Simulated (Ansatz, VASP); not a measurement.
# Al: VASP beside Ansatz

```
Al
1.0
     0.00000    2.02481    2.02481
     2.02481    0.00000    2.02481
     2.02481    2.02481    0.00000
Al
1
Direct
  0.00000 0.00000 0.00000
```

Alike in both runs: task relaxation of cell and atoms; functional PBE; k mesh 11 × 11 × 11; occupations fermi-dirac, width 0.05 eV; no spin polarisation.

|  | VASP | Ansatz |
| --- | --- | --- |
| version | VASP 6.6.1 | Ansatz 0.2.0 |
| potentials or method | VASP PAW PBE potentials, release 54 (Al) | Ansatz PAW |
| plane-wave cutoff (eV) | 580 | 420 |
| valence electrons in the cell | 3 | 3 |

```csv
,VASP,Ansatz,Ansatz less VASP
"gap on the k mesh at the Fermi level, each at its own relaxed structure (eV)",none,none,-
relaxed volume (Å³/atom),16.49,16.51,+0.026
relaxed cell length with the largest relative difference (Å),2.857,2.858,+0.0015
```

A gap of «none» marks a metal or a gap that the smearing closes.

Caveats: the plane-wave basis is chosen anew once the cell has moved, so the energies of steps on either side of that aren't comparable (Ansatz).
